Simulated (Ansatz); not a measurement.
Crystal: O.

```
O
1.0
     0.00000    1.88989    3.89884
     1.50177    0.00000    3.89884
     1.50177    1.88989    0.00000
O
2
Direct
  0.57890 0.57890 0.42110
  0.42110 0.42110 0.57890
```

* Program: Ansatz 0.2.0
* Task: single point
* Functional: PBE
* Potentials or basis: Ansatz PAW
* Cutoff: 420 eV (not typed: the program's choice for these potentials)
* k mesh: 12 × 12 × 12
* Occupations: fermi-dirac, width 0.05 eV
* Spin: no spin polarisation

On this cell: pressure -2.0 GPa; largest force 1.172 eV/Å; band gap on the k mesh none (metal or under the smearing width).

The same run follows on a disturbed copy (atoms moved at random, drawn with an rms of 0.05 Å):

```
O
1.0
     0.00000    1.88989    3.89884
     1.50177    0.00000    3.89884
     1.50177    1.88989    0.00000
O
2
Direct
  0.58907 0.58037 0.39237
  0.43132 0.40333 0.58242
```

Q: What does the disturbed cell give?

A: The energy (extrapolated to zero smearing) moves by +126.8 meV/atom; pressure -13.1 GPa; largest force 4.840 eV/Å; band gap on the k mesh none (metal or under the smearing width).

Forces in eV/Å, atoms in the order of the input:
```
O    0.154  0.581 -4.803
O   -0.154 -0.581  4.803
```

Stress tensor (GPa, compression positive):
```
  3.21   0.00   1.43
  0.00   0.22   5.45
  1.43   5.45 -42.64
```

Caveats: spin is off for a triplet molecule; forces of over 1 eV/Å show positions far from the minimum, so gaps and moduli don't describe the material at rest (some runs).
